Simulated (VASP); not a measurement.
# As (R-3m) in VASP: notebook

One crystal, As, is run at these levels: PBEsol, PBE; tasks: relaxation of cell and atoms, single point.

All numbers are computed with VASP 6.6.1; they aren't measurements. Logs are shortened: lines on timing, memory, paths and dates and some standing lists are left out, and cuts for length are marked.

**1. The crystal as given**

Symmetry: R-3m, No. 166, trigonal system. The conventional cell has a = 3.762 Å, b = 3.762 Å, c = 10.542 Å, α = 90.00°, β = 90.00°, γ = 120.00°. As (site symmetry 3m) has 3 As at 2.51 Å as nearest neighbours.

**2. Relaxation of cell and atoms, PBEsol**

File INCAR:

```
ALGO     = Normal         # electronic algorithm
EDIFF    = 1E-7           # SCF threshold, eV
EDIFFG   = -0.01          # ionic threshold
ENCUT    = 600            # plane-wave cutoff, eV
GGA      = PS             # functional
IBRION   = 2              # ionic algorithm
ISIF     = 3              # what is computed and relaxed
ISMEAR   = -1             # smearing method
LASPH    = T              # aspherical terms in the spheres
LCHARG   = F              # write CHGCAR
LREAL    = F              # projectors in reciprocal space
LWAVE    = F              # write WAVECAR
NELM     = 80             # most SCF steps
NSW      = 40             # ionic steps
PREC     = Accurate       # precision mode
SIGMA    = 0.05           # smearing width, eV
```

File KPOINTS:

```
k-points
0
Gamma
  8 8 8
```

File POSCAR:

```
As
1.0
    1.8807968987      1.0858785957      3.5140619945
   -1.8807968987      1.0858785957      3.5140619945
    0.0000000000     -2.1717571915      3.5140619945
As
2
Direct
    0.2260000000      0.2260000000      0.2260000000
    0.7740000000      0.7740000000      0.7740000000
```

Potentials or basis: VASP PAW PBE potentials, release 64 (As).

Started as:

```
cat potpaw_PBE.64/As/POTCAR > POTCAR
mpirun -np 1 vasp_std > vasp.out
```

OUTCAR:

```text
EDIFF = 1E-7
   EDIFFG = -0.01
   ENCUT = 600
   GGA = PS
   IBRION = 2
   ISIF = 3
   ISMEAR = -1
   LASPH = T
   LREAL = F
   NELM = 80
   NSW = 40
   PREC = Accurate

 ion  position               nearest neighbor table
   1  0.226  0.226  0.226-   2 2.51   2 2.51   2 2.51
   2  0.774  0.774  0.774-   1 2.51   1 2.51   1 2.51

  LATTYP: Found a trigonal (rhomboedric) cell.
 ALAT       =     4.1310000000
 COS(alpha) =     0.5854247172

  Lattice vectors:

 A1 = (   1.8807968987,   1.0858785957,   3.5140619945)
 A2 = (  -1.8807968987,   1.0858785957,   3.5140619945)
 A3 = (   0.0000000000,  -2.1717571915,   3.5140619945)

Analysis of symmetry for initial positions (statically):
=====================================================================
 Subroutine PRICEL returns:
 Original cell was already a primitive cell.

 Routine SETGRP: Setting up the symmetry group for a
 trigonal (rhombohedral) supercell.

 Subroutine GETGRP returns: Found 12 space group operations
 (whereof 12 operations were pure point group operations)
 out of a pool of 12 trial point group operations.

The static configuration has the point symmetry D_3d.

Analysis of symmetry for dynamics (positions and initial velocities):
=====================================================================
 Subroutine PRICEL returns:
 Original cell was already a primitive cell.

 Routine SETGRP: Setting up the symmetry group for a
 trigonal (rhombohedral) supercell.

 Subroutine GETGRP returns: Found 12 space group operations
 (whereof 12 operations were pure point group operations)
 out of a pool of 12 trial point group operations.

The dynamic configuration has the point symmetry D_3d.

 Subroutine INISYM returns: Found 12 space group operations
 (whereof 12 operations are pure point group operations),
 and found     1 'primitive' translations

----------------------------------------------------------------------------------------

                                     Primitive cell

  volume of cell :      43.0610

  direct lattice vectors                    reciprocal lattice vectors
     1.880796899  1.085878596  3.514061995     0.265844760  0.153485544  0.094856987
    -1.880796899  1.085878596  3.514061995    -0.265844760  0.153485544  0.094856987
     0.000000000 -2.171757191  3.514061995     0.000000000 -0.306971087  0.094856987

  length of vectors
     4.131000000  4.131000000  4.131000000     0.321292852  0.321292852  0.321292852

  position of ions in fractional coordinates (direct lattice)
     0.226000000  0.226000000  0.226000000
     0.774000000  0.774000000  0.774000000

  ion indices of the primitive-cell ions
   primitive index   ion index
                 1           1
                 2           2

----------------------------------------------------------------------------------------

 KPOINTS: k-points

Automatic generation of k-mesh.
 Grid dimensions read from file:
 generate k-points for:    8    8    8

 Generating k-lattice:

  Cartesian coordinates                     Fractional coordinates (reciprocal lattice)
     0.033230595  0.019185693  0.011857123     0.125000000  0.000000000 -0.000000000
    -0.033230595  0.019185693  0.011857123     0.000000000  0.125000000 -0.000000000
     0.000000000 -0.038371386  0.011857123    -0.000000000 -0.000000000  0.125000000

  Length of vectors
     0.040161606  0.040161606  0.040161606

  Shift w.r.t. Gamma in fractional coordinates (k-lattice)
     0.000000000  0.000000000  0.000000000

 Subroutine IBZKPT returns following result:
 ===========================================

 Found     65 irreducible k-points:

 Following reciprocal coordinates:
            Coordinates               Weight
  0.000000  0.000000  0.000000      1.000000
  0.125000  0.000000 -0.000000      6.000000
  0.250000  0.000000 -0.000000      6.000000
  0.375000  0.000000  0.000000      6.000000
  0.500000  0.000000 -0.000000      3.000000
  0.125000  0.125000 -0.000000      6.000000
[... 16 lines left out ...]
  0.250000  0.125000  0.125000      6.000000
  0.375000  0.125000  0.125000      6.000000
 [... further k-points ...]
   k-points           NKPTS =     65   k-points in BZ     NKDIM =     65   number of bands    NBANDS=      9
   number of dos      NEDOS =    301   number of ions     NIONS =      2
   total plane-waves  NPLWV =  46656
   dimension x,y,z NGX =    36 NGY =   36 NGZ =   36
   dimension x,y,z NGXF=    72 NGYF=   72 NGZF=   72
   ions per type =               2
   NGX,Y,Z   is equivalent  to a cutoff of  14.49, 14.49, 14.49 a.u.
   NGXF,Y,Z  is equivalent  to a cutoff of  28.98, 28.98, 28.98 a.u.
 SYSTEM =  unknown system
   PREC   = accura    normal or accurate (medium, high low for compatibility)
   ISTART =      0    job   : 0-new  1-cont  2-samecut
   ICHARG =      2    charge: 1-file 2-atom 10-const
   ISPIN  =      1    spin polarized calculation?
   LNONCOLLINEAR =      F non collinear calculations
   LSORBIT =      F    spin-orbit coupling
   LASPH  =      T    aspherical Exc in radial PAW
   ENCUT  =  600.0 eV  44.10 Ry    6.64 a.u.   8.25  8.25  8.25*2*pi/ulx,y,z
   NELM   =     80;   NELMIN=  2; NELMDL= -5     # of ELM steps
   EDIFF  = 0.1E-06   stopping-criterion for ELM
   LREAL  =      F    real-space projection
   EDIFFG = -.1E-01   stopping-criterion for IOM
   NSW    =     40    number of steps for IOM
   IBRION =      2    ionic relax: 0-MD 1-quasi-New 2-CG
   NFREE  =      1    steps in history (QN), initial steepest desc. (CG)
   ISIF   =      3    stress and relaxation
   ISYM   =      2    0-nonsym 1-usesym 2-fastsym
   POTIM  = 0.5000    time-step for ionic-motion
   TEBEG  =    0.0;   TEEND  =   0.0 temperature during run
   PSTRESS=    0.0 pullay stress
   NELECT =      10.0000    total number of electrons
   NUPDOWN=      -1.0000    fix difference up-down
   EMIN   =  10.00;   EMAX   =-10.00  energy-range for DOS
   EFERMI =   0.00;   METHOD = LEGACY
   ISMEAR =    -1;   SIGMA  =   0.05  broadening in eV -4-tet -1-fermi 0-gaus
   EFERMI_NEDOS =   21; number of points for ismear=-14 and -15
   IALGO  =     38    algorithm
   IMIX   =      4    mixing-type and parameters
     AMIX     =   0.40;   BMIX     =  1.00
     AMIX_MAG =   1.60;   BMIX_MAG =  1.00
  volume/ion in A,a.u.               =      21.53       145.29
  Fermi-wavevector in a.u.,A,eV,Ry     =   1.006268  1.901570 13.776916  1.012575
  Thomas-Fermi vector in A             =   2.138999
   LORBIT       =      0    0 simple, 1 ext, 2 COOP (PROOUT), +10 PAW based schemes
   GGA     = PS    functional components
   LHFCALC =     F    Hartree Fock is set to
   AEXX    =    0.0000 exact exchange contribution
   IVDW    =     0    specifies the selected vdW correction
   LEPSILON=     F    determine dielectric tensor
   LRPA    =     F    only Hartree local field effects (RPA)
 conjugate gradient relaxation of ions
 non-spin polarized calculation
  energy-cutoff  :      600.00
  volume of cell :       43.06
 maximum number of plane-waves:      1457
 NGX is ok and might be reduce to    36
   NGX = 17   NGY = 17   NGZ = 17

--------------------------------------- Ionic step        1  -------------------------------------------

 number of electron      10.0000000 magnetization

 Free energy of the ion-electron system (eV)
  ---------------------------------------------------
  ext. energy  EPLUGINS =         0.00000000
  ---------------------------------------------------
  free energy    TOTEN  =       -10.20917040 eV

  energy without entropy =      -10.20701693  energy(sigma->0) =      -10.20809366

------------------------ aborting loop because EDIFF is reached ----------------------------------------

  FORCE on cell =-STRESS in cart. coord.  units (eV):
  Direction    XX          YY          ZZ          XY          YZ          ZX
  --------------------------------------------------------------------------------------
  -------------------------------------------------------------------------------------
  Total        0.2699737      0.2699737      0.0094423      0.0000000     -0.0000000      0.0000000
  in kB       10.0449604     10.0449604      0.3513213      0.0000000     -0.0000000      0.0000000
  external PRESSURE =       6.8137474 kB  Pullay stress =       0.0000000 kB
[... 89 lines left out ...]
  FREE ENERGIE OF THE ION-ELECTRON SYSTEM (eV)
  ---------------------------------------------------
  free  energy   TOTEN  =       -10.2176410123 eV

  energy  without entropy=      -10.2155554120  energy(sigma->0) =      -10.21659821

[... ionic steps 4 to 8 ...]

--------------------------------------- Ionic step        9  -------------------------------------------

 number of electron      10.0000000 magnetization

------------------------ aborting loop because EDIFF is reached ----------------------------------------

  FORCE on cell =-STRESS in cart. coord.  units (eV):
  Direction    XX          YY          ZZ          XY          YZ          ZX
  --------------------------------------------------------------------------------------
  -------------------------------------------------------------------------------------
  Total        0.0037244      0.0037244      0.0202727      0.0000000     -0.0000000      0.0000000
  in kB        0.1430013      0.1430013      0.7783883      0.0000000     -0.0000000      0.0000000
  external PRESSURE =       0.3547970 kB  Pullay stress =       0.0000000 kB
[... 57 lines left out ...]
  energy  without entropy=      -10.2276362385  energy(sigma->0) =      -10.22865572

--------------------------------------- Ionic step       11  -------------------------------------------

 number of electron      10.0000000 magnetization

 Free energy of the ion-electron system (eV)
  ---------------------------------------------------
  ext. energy  EPLUGINS =         0.00000000
  ---------------------------------------------------
  free energy    TOTEN  =       -10.22972630 eV

  energy without entropy =      -10.22768930  energy(sigma->0) =      -10.22870780

 E-fermi :   5.6992     XC(G=0): -10.2580

 val. band max:        5.6780019712   @ k =   0.3750   0.1250   0.1250
 cond. band min:       5.7968927498   @ k =   0.3750   0.1250   0.1250
 fundamental gap:      0.1188907786
 Fermi energy:         5.6992009913

 k-point     1 :       0.0000    0.0000    0.0000
  band No.  band energies     occupation
      1      -9.5268      2.00000
      2       0.0259      2.00000
      3       3.2610      2.00000
      4       3.5084      2.00000
      5       3.5084      2.00000
      6       7.6800      0.00000
      7       8.7132      0.00000
      8       8.7132      0.00000
      9      12.0212      0.00000
[... 265 lines left out ...]
 k-point    24 :       0.3750    0.1250    0.1250
  band No.  band energies     occupation
      1      -8.3314      2.00000
      2      -3.1604      2.00000
      3       1.5101      2.00000
      4       3.5371      2.00000
      5       5.6780      1.20887
      6       5.7969      0.24827
      7       6.6820      0.00000
      8       9.2055      0.00000
      9      11.7066      0.00000

 [... further k-points ...]

------------------------ aborting loop because EDIFF is reached ----------------------------------------

  FORCE on cell =-STRESS in cart. coord.  units (eV):
  Direction    XX          YY          ZZ          XY          YZ          ZX
  --------------------------------------------------------------------------------------
  -------------------------------------------------------------------------------------
  Total       -0.0021741     -0.0021741      0.0039682      0.0000000     -0.0000000      0.0000000
  in kB       -0.0832199     -0.0832199      0.1518903      0.0000000     -0.0000000      0.0000000
  external PRESSURE =      -0.0048498 kB  Pullay stress =       0.0000000 kB
[... 17 lines left out ...]
  FREE ENERGIE OF THE ION-ELECTRON SYSTEM (eV)
  ---------------------------------------------------
  free  energy   TOTEN  =       -10.2297263004 eV

  energy  without entropy=      -10.2276893015  energy(sigma->0) =      -10.22870780

 reached required accuracy - stopping structural energy minimisation
```

Run time: 2.8 min. Hardware: 1 thread of Intel Xeon Platinum 8375C at 2.90GHz (Ice Lake), shared host; peak memory 0.22 GiB.

Results:

```
Free energy                            : -10.2297 eV
Relaxed volume                         : 20.93 Å³/atom
Relaxed cell                           : a = 4.011 Å, b = 4.011 Å, c = 4.011 Å, α = 56.43°, β = 56.43°, γ = 56.43°
Space group after relaxing (to 0.05 Å) : R-3m (No. 166)
Energy gained by relaxing              : 10.3 meV/atom
Ionic steps                            : 11
Pressure after relaxing                : 0.0 GPa
Band gap on the k mesh                 : none (metal or under the smearing width)
```

Forces on the atoms (eV/Å):
```
As   0.000  0.000 -0.002
As   0.000  0.000  0.002
```

Step by step:
```
step  energy change (eV)  largest force (eV/Å)  pressure (GPa)  volume (Å³)
   1              0.0000                0.4265            0.68        43.06
   2             -0.0081                0.0001           -1.46        43.63
   3             -0.0085                0.0726           -1.09        43.53
   4             -0.0143                0.0318           -0.52        42.84
   5             -0.0172                0.0135            0.31        41.96
   6             -0.0191                0.0583           -0.01        41.95
   7             -0.0198                0.1027           -0.33        41.93
   8             -0.0198                0.0341            0.39        41.54
   9             -0.0204                0.0354            0.04        41.73
  10             -0.0205                0.0184            0.02        41.79
  11             -0.0206                0.0025            0.00        41.86
```

Final structure:
```cif
data_structure
_symmetry_space_group_name_H-M 'P 1'
_symmetry_Int_Tables_number 1
_cell_length_a 4.0107
_cell_length_b 4.0107
_cell_length_c 4.0107
_cell_angle_alpha 56.433
_cell_angle_beta 56.433
_cell_angle_gamma 56.433
_cell_volume 41.86
loop_
_atom_site_label
_atom_site_type_symbol
_atom_site_fract_x
_atom_site_fract_y
_atom_site_fract_z
_atom_site_occupancy
As1 As 0.23015 0.23015 0.23015 1
As2 As 0.76985 0.76985 0.76985 1
```

Caveat: the PAW data sets were made with another functional, which shifts forces and pressure a little.

[end of part 1 of 2]
